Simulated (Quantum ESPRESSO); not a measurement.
GeS:

```
Ge S
1.0
    10.48100    0.00000    0.00000
     0.00000    3.64600    0.00000
     0.00000    0.00000    4.29900
Ge S
4 4
Direct
  0.87790 0.75000 0.87230
  0.62210 0.25000 0.37230
  0.37790 0.75000 0.62770
  0.12210 0.25000 0.12770
  0.15050 0.75000 0.49770
  0.34950 0.25000 0.99770
  0.65050 0.75000 0.00230
  0.84950 0.25000 0.50230
```

Base run:

```yaml
Program: Quantum ESPRESSO 7.5
Functional: PBEsol
Potentials_or_basis: GBRV 1.5 PBEsol
Cutoff: 612 eV
Density_cutoff: 4898 eV
k_mesh: 3 × 7 × 6
Occupations: fermi-dirac, width 0.05 eV
Spin: no spin polarisation
```

Its results: band gap on the k mesh 1.05 eV, direct; pressure -1.1 GPa; largest force 0.081 eV/Å.

Q: The run is repeated on the same cell with these changes: functional from PBEsol to PBE; potentials or basis from GBRV 1.5 PBEsol to SSSP 1.3 efficiency PBE; cutoff from 612 eV to 748 eV; density cutoff from 4898 eV to 5987 eV. What comes out?

A: Band gap on the k mesh 1.13 eV, direct; pressure 2.4 GPa; largest force 0.157 eV/Å.
